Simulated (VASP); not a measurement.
# Cu (I4/mmm) in VASP: single point with PBE

Aim: the single point of Cu with PBE.

All numbers are computed with VASP 6.6.1; they aren't measurements. Logs are shortened: lines on timing, memory, paths and dates and some standing lists are left out, and cuts for length are marked.

**1. The cell of the first run**

Symmetry: I4/mmm, No. 139, tetragonal system. The conventional cell has a = 2.609 Å, b = 2.609 Å, c = 3.470 Å, α = 90.00°, β = 90.00°, γ = 90.00°. Around Cu (site symmetry 4/mmm) lie 12 Cu at 2.53 to 2.61 Å.

This isn't the form of Cu at room conditions, which is fcc.

**2. Single point, PBE (z stretched by -4 % at fixed volume)**

INCAR

```
SYSTEM = Cu
  PREC = Accurate
  ENCUT = 520
  EDIFF = 1E-6
  ISMEAR = -1
  SIGMA = 0.03
  LREAL = .FALSE.
  LASPH = .TRUE.
  NELM = 80
  ALGO = Normal
  ISIF = 2
  LWAVE = .FALSE.
  LCHARG = .FALSE.
  GGA = PE
  NBANDS = 12
```

KPOINTS

```
regular mesh
0
G
  17 17 17
  0 0 0
```

POSCAR

```
Cu
1.0
    0.0000000000      1.8447719626      1.7352000000
    1.8447719626      0.0000000000      1.7352000000
    1.8447719626      1.8447719626      0.0000000000
Cu
1
Direct
    0.0000000000      0.0000000000      0.0000000000
```

Potentials or basis: VASP PAW PBE potentials, release 64 (Cu).

Launch:

```bash
$ cat potpaw_PBE.64/Cu/POTCAR > POTCAR
$ mpirun -np 1 vasp_std > vasp.out
```

OUTCAR:

```text
SYSTEM = Cu
   PREC = Accurate
   ENCUT = 520
   EDIFF = 1E-6
   ISMEAR = -1
   LREAL = .FALSE.
   LASPH = .TRUE.
   NELM = 80
   ISIF = 2
   GGA = PE

 ion  position               nearest neighbor table
   1  0.000  0.000  0.000-

  LATTYP: Found a body centered tetragonal cell.
 ALAT       =     2.6089015290
 C/A-ratio  =     1.3302150202

  Lattice vectors:

 A1 = (   0.0000000000,  -1.8447719626,  -1.7352000000)
 A2 = (   0.0000000000,   1.8447719626,  -1.7352000000)
 A3 = (   1.8447719626,   0.0000000000,   1.7352000000)

Analysis of symmetry for initial positions (statically):
=====================================================================
 Subroutine PRICEL returns:
 Original cell was already a primitive cell.

 Routine SETGRP: Setting up the symmetry group for a
 body centered tetragonal supercell.

 Subroutine GETGRP returns: Found 16 space group operations
 (whereof 16 operations were pure point group operations)
 out of a pool of 16 trial point group operations.

The static configuration has the point symmetry D_4h.

Analysis of symmetry for dynamics (positions and initial velocities):
=====================================================================
 Subroutine PRICEL returns:
 Original cell was already a primitive cell.

 Routine SETGRP: Setting up the symmetry group for a
 body centered tetragonal supercell.

 Subroutine GETGRP returns: Found 16 space group operations
 (whereof 16 operations were pure point group operations)
 out of a pool of 16 trial point group operations.

The dynamic configuration has the point symmetry D_4h.

 Subroutine INISYM returns: Found 16 space group operations
 (whereof 16 operations are pure point group operations),
 and found     1 'primitive' translations

----------------------------------------------------------------------------------------

                                     Primitive cell

  volume of cell :      11.8104

  direct lattice vectors                    reciprocal lattice vectors
     0.000000000  1.844771963  1.735200000    -0.271036209  0.271036209  0.288151222
     1.844771963  0.000000000  1.735200000     0.271036209 -0.271036209  0.288151222
     1.844771963  1.844771963  0.000000000     0.271036209  0.271036209 -0.288151222

  length of vectors
     2.532607872  2.532607872  2.608901529     0.479533503  0.479533503  0.479533503

  position of ions in fractional coordinates (direct lattice)
     0.000000000  0.000000000  0.000000000

  ion indices of the primitive-cell ions
   primitive index   ion index
                 1           1

----------------------------------------------------------------------------------------

 KPOINTS: regular mesh

Automatic generation of k-mesh.
 Grid dimensions read from file:
 generate k-points for:   17   17   17

 Generating k-lattice:

  Cartesian coordinates                     Fractional coordinates (reciprocal lattice)
    -0.015943306  0.015943306  0.016950072     0.058823529 -0.000000000  0.000000000
     0.015943306 -0.015943306  0.016950072    -0.000000000  0.058823529  0.000000000
     0.015943306  0.015943306 -0.016950072     0.000000000  0.000000000  0.058823529

  Length of vectors
     0.028207853  0.028207853  0.028207853

  Shift w.r.t. Gamma in fractional coordinates (k-lattice)
     0.000000000  0.000000000  0.000000000

 Subroutine IBZKPT returns following result:
 ===========================================

 Found    405 irreducible k-points:

 Following reciprocal coordinates:
            Coordinates               Weight
  0.000000  0.000000  0.000000      1.000000
  0.058824  0.000000  0.000000      8.000000
  0.117647  0.000000  0.000000      8.000000
  0.176471  0.000000  0.000000      8.000000
  0.235294  0.000000  0.000000      8.000000
  0.294118 -0.000000  0.000000      8.000000
[... 16 lines left out ...]
 -0.176471  0.058824  0.000000      8.000000
 -0.117647  0.058824  0.000000      8.000000
 [... further k-points ...]
   k-points           NKPTS =    405   k-points in BZ     NKDIM =    405   number of bands    NBANDS=     12
   number of dos      NEDOS =    301   number of ions     NIONS =      1
   total plane-waves  NPLWV =   8000
   dimension x,y,z NGX =    20 NGY =   20 NGZ =   20
   dimension x,y,z NGXF=    40 NGYF=   40 NGZF=   40
   ions per type =               1
   NGX,Y,Z   is equivalent  to a cutoff of  13.13, 13.13, 12.74 a.u.
   NGXF,Y,Z  is equivalent  to a cutoff of  26.26, 26.26, 25.49 a.u.
 SYSTEM =  Cu
   PREC   = accura    normal or accurate (medium, high low for compatibility)
   ISTART =      0    job   : 0-new  1-cont  2-samecut
   ICHARG =      2    charge: 1-file 2-atom 10-const
   ISPIN  =      1    spin polarized calculation?
   LNONCOLLINEAR =      F non collinear calculations
   LSORBIT =      F    spin-orbit coupling
   LASPH  =      T    aspherical Exc in radial PAW
   ENCUT  =  520.0 eV  38.22 Ry    6.18 a.u.   4.71  4.71  4.85*2*pi/ulx,y,z
   NELM   =     80;   NELMIN=  2; NELMDL= -5     # of ELM steps
   EDIFF  = 0.1E-05   stopping-criterion for ELM
   LREAL  =      F    real-space projection
[... 7 lines left out ...]
   TEBEG  =    0.0;   TEEND  =   0.0 temperature during run
   PSTRESS=    0.0 pullay stress
   NELECT =      11.0000    total number of electrons
   NUPDOWN=      -1.0000    fix difference up-down
   EMIN   =  10.00;   EMAX   =-10.00  energy-range for DOS
   EFERMI =   0.00;   METHOD = LEGACY
   ISMEAR =    -1;   SIGMA  =   0.03  broadening in eV -4-tet -1-fermi 0-gaus
   EFERMI_NEDOS =   21; number of points for ismear=-14 and -15
   IALGO  =     38    algorithm
   IMIX   =      4    mixing-type and parameters
     AMIX     =   0.40;   BMIX     =  1.00
     AMIX_MAG =   1.60;   BMIX_MAG =  1.00
  volume/ion in A,a.u.               =      11.81        79.70
  Fermi-wavevector in a.u.,A,eV,Ry     =   1.598763  3.021224 34.777078  2.556043
  Thomas-Fermi vector in A             =   2.696162
   LORBIT       =      0    0 simple, 1 ext, 2 COOP (PROOUT), +10 PAW based schemes
   GGA     = PE    functional components
   LHFCALC =     F    Hartree Fock is set to
   AEXX    =    0.0000 exact exchange contribution
   IVDW    =     0    specifies the selected vdW correction
   LEPSILON=     F    determine dielectric tensor
   LRPA    =     F    only Hartree local field effects (RPA)
 non-spin polarized calculation
  energy-cutoff  :      520.00
  volume of cell :       11.81
 maximum number of plane-waves:       330
   NGX =  9   NGY =  9   NGZ =  9

 number of electron      11.0000006 magnetization

 Free energy of the ion-electron system (eV)
  ---------------------------------------------------
  ext. energy  EPLUGINS =         0.00000000
  ---------------------------------------------------
  free energy    TOTEN  =        -3.72200777 eV

  energy without entropy =       -3.72102490  energy(sigma->0) =       -3.72151634

 E-fermi :   7.6195     XC(G=0): -12.7264

 val. band max:        7.6079722692   @ k =  -0.4706   0.1176   0.0588
 cond. band min:       7.6462375438   @ k =  -0.2353   0.2941   0.1176
 fundamental gap:      0.0382652746
 Fermi energy:         7.6194939567

 k-point     1 :       0.0000    0.0000    0.0000
  band No.  band energies     occupation
      1      -1.7654      2.00000
      2       4.4664      2.00000
      3       4.4664      2.00000
      4       4.7467      2.00000
      5       5.2231      2.00000
      6       5.5023      2.00000
      7      30.2530      0.00000
      8      32.7751      0.00000
      9      32.7751      0.00000
     10      33.0425      0.00000
     11      35.2524      0.00000
     12      35.4259      0.00000

 k-point     2 :       0.0588    0.0000    0.0000
  band No.  band energies     occupation
      1      -1.6391      2.00000
      2       4.4589      2.00000
      3       4.4902      2.00000
      4       4.7506      2.00000
      5       5.2179      2.00000
      6       5.4895      2.00000
      7      29.4913      0.00000
      8      31.4314      0.00000
      9      32.3430      0.00000
     10      32.5870      0.00000
     11      35.8698      0.00000
     12      36.0073      0.00000

 k-point     3 :       0.1176    0.0000    0.0000
  band No.  band energies     occupation
      1      -1.2648      2.00000
      2       4.4216      2.00000
      3       4.5473      2.00000
      4       4.7765      2.00000
      5       5.2157      2.00000
      6       5.4594      2.00000
      7      26.8144      0.00000
      8      30.8470      0.00000
      9      31.5599      0.00000
     10      31.9758      0.00000
     11      36.8864      0.00000
     12      37.0139      0.00000
[... 286 lines left out ...]
 k-point    23 :      -0.1765    0.0588    0.0000
  band No.  band energies     occupation
      1      -0.3448      2.00000
      2       4.2822      2.00000
      3       4.6458      2.00000
      4       4.8588      2.00000
      5       5.1731      2.00000
      6       5.5429      2.00000
      7      23.0128      0.00000
      8      28.3293      0.00000
      9      31.4670      0.00000
     10      32.5966      0.00000
     11      34.6535      0.00000
     12      34.9048      0.00000

 k-point    24 :      -0.1176    0.0588    0.0000
  band No.  band energies     occupation
      1      -1.0054      2.00000
      2       4.3468      2.00000
      3       4.5966      2.00000
      4       4.8461      2.00000
      5       5.1446      2.00000
      6       5.5029      2.00000
      7      26.0544      0.00000
      8      28.7451      0.00000
      9      31.9761      0.00000
     10      33.1387      0.00000
     11      35.1991      0.00000
     12      36.0413      0.00000

 [... further k-points ...]
[... 5 lines left out ...]
  --------------------------------------------------------------------------------------
  -------------------------------------------------------------------------------------
  Total        0.1218420      0.1218420      0.2618112      0.0000000     -0.0000000      0.0000000
  in kB       16.5288584     16.5288584     35.5168082      0.0000000     -0.0000000      0.0000000
  external PRESSURE =      22.8581750 kB  Pullay stress =       0.0000000 kB

 VOLUME and BASIS-vectors are now :
 -----------------------------------------------------------------------------
  energy-cutoff  :      520.00
  volume of cell :       11.81
      direct lattice vectors                 reciprocal lattice vectors
     0.000000000  1.844771963  1.735200000    -0.271036209  0.271036209  0.288151222
     1.844771963  0.000000000  1.735200000     0.271036209 -0.271036209  0.288151222
     1.844771963  1.844771963  0.000000000     0.271036209  0.271036209 -0.288151222

 POSITION                                       TOTAL-FORCE (eV/Angst)
 -----------------------------------------------------------------------------------
      0.00000      0.00000      0.00000         0.000000      0.000000      0.000000
 -----------------------------------------------------------------------------------
    total drift:                               -0.000000     -0.000000     -0.000000

  FREE ENERGIE OF THE ION-ELECTRON SYSTEM (eV)
  ---------------------------------------------------
  free  energy   TOTEN  =        -3.7220077745 eV

  energy  without entropy=       -3.7210248979  energy(sigma->0) =       -3.72151634
```

Run time: 30 s. Hardware: 1 thread of AMD EPYC 9R45 (Zen 5), shared host; peak memory 0.13 GiB.

Results:

```
Free energy            : -3.7220 eV
Pressure               : 2.3 GPa
Band gap on the k mesh : none (metal or under the smearing width)
```

Levels at points of the mesh, in eV from the Fermi level:
```
           k point  band 3  band 4  band 5  band 6  band 7  band 8  band 9  band 10
(0.00, 0.00, 0.00)   -3.15   -2.87   -2.40   -2.12   22.63   25.16   25.16    25.42
```
